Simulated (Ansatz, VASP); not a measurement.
**Two plane-wave programs on Ta**

```
Ta
1.0
     2.90924    0.00000    0.00000
    -1.45462    2.51947    0.00000
     0.00000    0.00000    5.20768
Ta
2
Direct
  0.33333 0.66667 0.25000
  0.66667 0.33333 0.75000
```

Alike in both runs: task single point; functional LDA; k mesh 14 × 14 × 7; occupations fermi-dirac, width 0.1 eV; no spin polarisation.

|  | VASP | Ansatz |
| --- | --- | --- |
| version | VASP 6.6.1 | Ansatz 0.2.0 |
| potentials or method | VASP PAW LDA potentials, release 64 (Ta_pv) | plane waves (420 eV) with PAW, scalar-relativistic |
| plane-wave cutoff (eV) | 520 | 420 |
| valence electrons in the cell | 22 | 26 |

```csv
,VASP,Ansatz,Ansatz less VASP
pressure (GPa),-13.1,-13.7,-0.56
largest component of the traceless stress (GPa),0.41,0.39,-0.018
```

The two sets of potentials don't hold the same shells in valence. Ansatz warned: «pseudo_functional_mismatch».

Spin-orbit coupling is left out, which matters for the levels of Ta.
